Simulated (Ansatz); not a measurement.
**Mo: one input, then a changed one**

The cell is COD entry 9011605, as deposited and not checked against the literature; nothing was relaxed. It is an old determination, and later ones may differ. The listed cell was then made from it by scaling, straining or moving an atom.

First run: DFT, PBE, all-electron LAPW, scalar-relativistic (Ansatz 0.2.0).

Command: `ansatz run input.yaml --threads 1 --pin off --max-ram 2048MiB --backend cpu --events-out ev --progress --plain --runs-dir out` The run took 6.3 s on 1 thread of Intel(R) Xeon(R) 6975P-C (Granite Rapids), on a shared host.

```yaml
crystal:
  lattice:
    - [-1.5604560581, 1.5604560581, 1.5604560581]
    - [1.5604560581, -1.5604560581, 1.5604560581]
    - [1.5604560581, 1.5604560581, -1.5604560581]
  atoms:
    - { symbol: Mo, position: [0.0, 0.0, 0.0] }
kpoints:
  mp_grid: { grid: [16, 16, 16] }
scf:
  occupations: { method: fermi_dirac, width: 0.05 }
hamiltonian:
  xc: pbe
  pseudopotentials: { kind: all_electron, lapw: { basis_error: 0.001 } }
output:
  forces: true
  stress: true
  eigenvalues: true
```

Result: converged; pressure 10.52 GPa; no gap on the k mesh; 7 SCF iterations.

A second run of a changed input logged this at its end:

```
       -0.000000      72.865753      -0.000000
       -0.000000      -0.000000      72.865753
  P = ⅓ Tr σ = 72.8658 GPa (728.658 kbar)
--- Band table (eV; the first three rows and the last of 145) ---
  k-point 0: bands = ["-350.4487", "-350.4487", "-350.4487", "-192.3204", "-192.3204", "-192.3142", "-192.3142", "-192.3142", "-36.2819", "-9.5402", "-9.5402", "-9.5402", "16.9337", "23.1743", "23.1743", "23.1743", "26.3452", "26.3452", "38.9252", "38.9252", "38.9252", "51.0581", "51.0581", "54.3578", "54.3578", "54.3578", "60.9710", "60.9710"]
  k-point 1: bands = ["-350.4487", "-350.4487", "-350.4487", "-192.3204", "-192.3204", "-192.3142", "-192.3142", "-192.3141", "-36.2704", "-9.6059", "-9.5601", "-9.5408", "17.1142", "23.0672", "23.1534", "23.3457", "26.1832", "26.3467", "39.0674", "39.2294", "39.3121", "49.5992", "50.5310", "54.2439", "54.4441", "56.1485", "59.8795", "60.1308"]
  k-point 2: bands = ["-350.4487", "-350.4487", "-350.4487", "-192.3204", "-192.3204", "-192.3142", "-192.3141", "-192.3141", "-36.2377", "-9.7903", "-9.6165", "-9.5425", "17.6207", "22.7768", "23.0593", "23.8515", "25.8644", "26.3611", "39.3925", "40.1080", "40.2377", "47.6484", "49.3580", "53.5809", "54.6327", "58.1112", "58.2177", "59.1727"]
  k-point 144: bands = ["-350.4487", "-350.4487", "-350.4487", "-192.3204", "-192.3204", "-192.3141", "-192.3141", "-192.3141", "-35.7586", "-10.6305", "-10.6305", "-10.6305", "18.7427", "18.7427", "28.8817", "28.8817", "28.8817", "33.5850", "33.5850", "33.5850", "44.5867", "45.8193", "45.8193", "47.2942", "60.4980", "60.4980", "60.4980", "65.7757"]
```

Problem. What was wrong with the input?

Solution. A smearing of electronvolts, by this change (others could give a like log):
```diff
@@ -9,5 +9,6 @@
   mp_grid: { grid: [16, 16, 16] }
 scf:
-  occupations: { method: fermi_dirac, width: 0.05 }
+  occupations: { method: fermi_dirac, width: 2.0 }
+  max_iter: 100
 hamiltonian:
   xc: pbe
```
